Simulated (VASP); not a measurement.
Here is a VASP 6.6.1 calculation.

The input INCAR:

```
ALGO = Fast
DIPOL = 0.5 0.5 0.500
EDIFF = 1E-7
ENCUT = 520
GGA = PE
IDIPOL = 3
ISIF = 2
ISMEAR = 0
LASPH = T
LCHARG = T
LDIPOL = T
LELF = T
LREAL = F
LVACPOTAV = T
LVHAR = T
LWAVE = F
NBANDS = 46
NELM = 100
PREC = Accurate
SIGMA = 0.05
```

KPOINTS

```
k-points
0
Gamma
  8 5 1
```

The input POSCAR:

```
GaN
1.0
    3.2186527183      0.0000000000      0.0000000000
    0.0000000000      5.2434880756      0.0000000000
    0.0000000000      0.0000000000     17.7165800266
Ga N
4 4
Direct
    0.0000000000      0.0008659247      0.3951101166
    0.5000000000      0.5008659247      0.4475550583
    0.5000000000     -0.0081381849      0.5603941205
    0.0000000000      0.4623164221      0.5914763072
    0.0000000000      0.6241340753      0.3951101166
    0.5000000000      0.1241340753      0.4475550583
    0.5000000000      0.6214454689      0.5596011780
    0.0000000000      0.1155219640      0.6034504300
```

Potentials or basis: VASP PAW PBE potentials, release 64 (Ga_d, N).

Command:

```console
$ cat potpaw_PBE.64/Ga_d/POTCAR potpaw_PBE.64/N/POTCAR > POTCAR
$ mpirun -np 1 vasp_std > vasp.out
```

(1) Predict the band gap on the k mesh.

(2) What does it give for the largest force?

(3) Predict the ionisation potential of the upper face.

## Answers

(1) 0.77 eV, direct.

(2) 2.524 eV/Å.

(3) 5.13 eV.
